# How large and how stiff is InAs? Eight questions to a compression curve

In zincblende InAs every indium atom has four arsenic neighbours, and every arsenic atom has four indium neighbours. The table follows the energy of this crystal, at the PBE level, as the whole cell is scaled. The volume is counted per atom, and so is the energy, whose zero is the minimum of a curve fitted in the same run. Two things are wanted for practical work: the size at which the crystal is free of stress, and its resistance to squeezing.

Zincblende InAs, computed with FLEUR MaX-R8.1 (later development tree) at the all-electron PBE level in a FLAPW basis (kmax 3.86 bohr⁻¹), without spin polarisation or spin–orbit coupling; 8×8×8 k mesh, Fermi–Dirac smearing of 0.05 eV. The cell is scaled at fixed shape, and energies are counted from the minimum of the fitted equation of state.

```tsv
volume (Å³/atom)	energy (meV/atom)
25.84	92.55
26.39	64.75
26.94	42.06
27.49	25.31
28.04	13.17
28.59	4.86
29.14	0.84
```

## 1. Which row has the lowest energy, and is it the equilibrium?

The last row, at 29.14 Å³, is the lowest, but it is not the equilibrium. The energy falls at every step and never turns up again, so all seven rows describe a crystal that is squeezed. The run itself flags that its minimum lies outside the computed volumes. The bottom of the well, and with it the zero of the energy column, is therefore an extrapolation.

## 2. Why do equal steps in volume cost such unequal energies?

Going down the table, the first step releases 27.8 meV per atom and the last only 4.0 meV, although the volume grows by the same amount. The energy released per unit of added volume is the pressure with which the crystal pushes outward. At the equilibrium volume this pressure is zero, so the steps must shrink as the minimum comes near.

The pressure comes from two tendencies that vary differently with distance. Bonding draws the atoms together and changes gently with bond length. Repulsion between overlapping electron clouds rises steeply once the atoms are pressed closer. The energies give only the sum of the two; the division is standard bonding theory. It explains why a well of this kind is steeper on its compressed side than on its stretched side.

## 3. What pressure acts in the cell at 27.49 Å³?

This row is the cell from which the scan started, and its two neighbours are enough for an answer. Between them the energy drops by 42.06 − 13.17 = 28.89 meV while the volume grows by 1.10 Å³. The ratio is 26.3 meV/Å³, which is 4.2 GPa, since 1 eV/Å³ equals about 160 GPa. The result uses only an energy difference, so the extrapolated zero drops out.

This is the stress that PBE assigns to a cell smaller than the one PBE prefers. A surface, a defect or a vibration computed in this cell would carry that stress along, and its energy would contain a part that belongs to the compression.

## 4. Where is the equilibrium, judged without a fitted curve?

Pressure and stiffness together tell how far the crystal still has to expand. The stiffness is the bulk modulus,

$$B=-V\,\frac{dP}{dV},$$

where $V$ is the volume per atom and $P$ the pressure. If $B$ changes little over the remaining distance, the pressure disappears after an expansion of $\Delta V \approx VP/B$.

The numbers come from the lower end of the table. Each pressure belongs to the middle of a step, and it falls from 3.54 GPa at 27.77 Å³ to 1.17 GPa at 28.87 Å³. The slope is 2.37/1.10 = 2.15 GPa/Å³. Multiplied by the mean volume of 28.3 Å³, it gives a modulus of 61 GPa.

The remaining expansion is then 28.87 × 1.17/61 = 0.55 Å³, which puts the equilibrium near 29.4 Å³. This is slightly too small, because the crystal softens as it expands and gives way further than a constant modulus allows. The run's own fit to all seven rows places the minimum at 29.52 Å³. Both routes use the same energies, so their agreement shows that the fit is consistent with the data, and it does not replace points beyond the minimum.

## 5. Does the table show that the crystal stiffens when squeezed?

It does. The same reckoning at the small volumes, where the pressure falls from 8.10 to 4.88 GPa over 1.10 Å³, gives 78 GPa in place of 61 GPa. The difference is well above the scatter of the energies. From one step to the next the stiffening looks uneven. A modulus from a single pair of steps magnifies the scatter of the energies about the fit, so the unevenness is best read as noise, although the table cannot tell its source.

This is why a parabola in volume is the wrong curve to draw. A parabola has one curvature everywhere. It takes an average over the squeezed range and carries it to the minimum, where the crystal is softer. A better curve measures compression through the inverse square of a length, which grows faster and faster as the cell shrinks:

$$E=E_0+\tfrac{9}{2}\,V_0B_0f^2,\qquad f=\tfrac12\left[\left(\frac{V_0}{V}\right)^{2/3}-1\right].$$

Here $E_0$, $V_0$ and $B_0$ are the energy, volume and modulus at the minimum. This is the second-order Birch–Murnaghan form.

Its limits show what has been gained. For a small relative change in volume $\delta=(V-V_0)/V_0$, the formula becomes $\tfrac12V_0B_0\delta^2(1-\tfrac53\delta)$. Very close to the minimum the bracket is one and the parabola returns. Under compression $\delta$ is negative, the bracket exceeds one, and the energy climbs faster than a parabola.

Both curves have three adjustable constants, and both were fitted by least squares to all seven rows. The strain form follows the energies about three times more closely. The choice matters far more for the stiffness than for the size: the parabola gives a modulus of 74 GPa at the minimum, the strain form 52 GPa.

## 6. Which digits can be trusted?

A useful test is to change the fit in a reasonable way and see what moves. The most compressed row is the natural one to leave out. It lies farthest from the minimum, where an expansion in small strain is least reliable. The remaining six rows were fitted with the third-order form, which adds a term in $f^3$ and so lets the rate of stiffening adjust itself.

The equilibrium volume hardly reacts: it moves from 29.52 to 29.61 Å³. The modulus reacts more, from 51 to 45 GPa. The rate at which the modulus grows with pressure, a pure number, goes from 4.4 to 6.3 and is thus barely determined.

There is a reason for this order. The volume follows from where the slope of the energy vanishes, the modulus from the curvature, and the rate of stiffening from the change of the curvature. Each further derivative magnifies small errors in the energies, and a scan on one side of the minimum makes this worse. A fair reading is 29.5 to 29.6 Å³ for the volume, about 50 GPa for the modulus, and no more than "roughly four to six" for the rate. These ranges come from a single omission and are not bounds; leaving out another row can be expected to move the constants again, possibly the other way.

The energy column suffers in its last entries. In the same test the zero shifts by 0.3 meV, which is trivial for the first row but more than a third of the 0.84 meV in the last. Differences between rows are free of this shift. All these margins describe the fit alone; a denser mesh or a larger basis could move the results as well.

## 7. What would change with another functional or another element?

The fitted minimum corresponds to a bond of 2.68 Å, which is 2.4 % longer than in the starting cell. The cubic cell edge becomes 6.18 Å, against a measured value somewhat below 6.1 Å (recalled). The calculation leaves out thermal and zero-point motion, but these would enlarge the cell further, and spin–orbit coupling usually changes such a length very little. The excess therefore fits the known habit of PBE to make semiconductors of this kind too large, a habit that usually comes with too low a modulus. The local density approximation usually errs the other way, with shorter bonds and a stiffer crystal.

Replacing indium by gallium also gives a shorter bond and a stiffer crystal, but this shortening is of a different kind. When InAs is squeezed, the same atoms are forced closer than they like, and repulsion takes over. In GaAs the smaller atom fits the shorter bond, and the crystal rests at its own minimum.

The two cases differ strongly in size. If the modulus grows with pressure at a rate of 4.4, it varies as the volume to the power −4.4. Volume goes as the cube of the bond length, so within InAs the modulus falls with about the thirteenth power of the bond length. This power is no surer than the rate it rests on, and a rate of 6.3 would make it about nineteen. Among related compounds, each at its own equilibrium, the known rule is a power between three and four. A compression curve of one material is therefore a poor guide to the stiffness of its neighbour in the periodic table.

The steep power also has a practical side. The starting cell has bonds only 2.4 % shorter than the fitted minimum, yet with the rate of 4.4 its modulus should be higher by about a third, since $1.024^{13}\approx1.36$. A bulk modulus computed in that cell would look too stiff for PBE, and the excess would come from the compression alone.

## 8. Which setting should be changed first?

The range of volumes should come first. The present scan reaches 6 % to either side of the starting cell, while the minimum lies 7.4 % above it. The same width around 29.5 Å³ would run from about 27.7 to 31.3 Å³ and enclose the minimum. The rows already computed inside that range remain useful, provided that the new ones keep the same mesh, basis and atomic spheres.

With points on both sides, the volume and the modulus rest on interpolation, and the stretched side helps to fix the rate of stiffening. Work that needs a stress-free crystal should then start from the new minimum. Work that must keep the starting cell can do so, as long as the built-in pressure of about 4 GPa is stated and kept apart from the effect under study.
